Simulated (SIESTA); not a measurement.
Runs of SIESTA 5.4.2 on RbBr. It takes space group Fm-3m (No. 225, cubic). Conventional cell: a = 6.854 Å, b = 6.854 Å, c = 6.854 Å, α = 90.00°, β = 90.00°, γ = 90.00°. Around Rb (site symmetry m-3m) lie 6 Br at 3.43 Å. Br (site symmetry m-3m) is surrounded by 6 Rb at 3.43 Å. 

```csv
task,level,potentials or basis,gap on the mesh (eV),pressure (GPa)
band structure,AM05,"PseudoDojo 0.4 standard (PBEsol files), DZP (energy shift 0.003 Ry; two zetas on semicore shells; d shell added on Rb)",(a),0.7
band structure,vdW-DF-cx,"PseudoDojo 0.4 standard (PBE files), DZP (energy shift 0.003 Ry; two zetas on semicore shells; d shell added on Rb)",4.53,0.3
single point,PBE,"PseudoDojo 0.4 standard (PBE files), DZP (energy shift 0.003 Ry; two zetas on semicore shells; d shell added on Rb)",(c),(b)
band structure,BLYP,"PseudoDojo 0.4 standard (PBE files), DZP (energy shift 0.003 Ry; two zetas on semicore shells; d shell added on Rb)",4.47,2.0
```

Alike in all rows: no spin polarisation; cell as given; k mesh 7 × 7 × 7; smearing fermi-dirac 0.05 eV; grid cutoff 500 Ry; energy shift 0.003 Ry.

**Question.** Estimate the missing entries.

**Answer.** (a) 4.51; (b) 1.0; (c) 4.45.

Caveats: the basis of atomic orbitals isn't converged, which shifts pressures, moduli and gaps; the potentials were made for another functional, which shifts forces and pressure (some runs); an odd mesh through Γ misses points on the zone boundary, where band edges often lie (some runs).

A k mesh can miss the band edges, and the runs leave out spin-orbit coupling on Br, Rb.
